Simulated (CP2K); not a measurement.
The system is ZrS2.

```xyz
3
Lattice="3.6914 0.0000 0.0000 -1.8457 3.1968 0.0000 0.0000 0.0000 6.0411" Properties=species:S:1:pos:R:3 pbc="T T T"
Zr    0.0000    0.0000    0.0000
S     0.0000    2.1312    1.4372
S     1.8457    1.0656    4.6038
```

The cell is a database's computed one.

Base run:

- Program: CP2K 2026.2
- Functional: PBEsol
- Potentials or basis: POTENTIAL_UZH Zr GTH-PBE-q12, S GTH-PBE-q6; TZVP-MOLOPT-PBE-GTH basis
- Density cutoff: 6123 eV
- k mesh: 8 × 8 × 5
- Occupations: fermi-dirac, width 0.1 eV
- Spin: no spin polarisation

Its results: band gap on the k mesh 0.98 eV, indirect (least direct gap 1.60 eV); pressure -1.8 GPa; largest force 0.018 eV/Å.

Problem. The run is repeated on the same cell with these changes: functional from PBEsol to PBE; occupations from fermi-dirac, width 0.1 eV to fermi-dirac, width 0.05 eV. What comes out?

Solution. Band gap on the k mesh 1.05 eV, indirect (least direct gap 1.65 eV); pressure 0.7 GPa; largest force 0.144 eV/Å.

Caveats: this functional lacks dispersion, which binds the layers, so the pressure and a relaxed spacing across them are unreliable; the basis of atomic orbitals isn't converged, which shifts pressures, moduli and gaps; the potentials were made for another functional, which shifts forces and pressure (some runs).
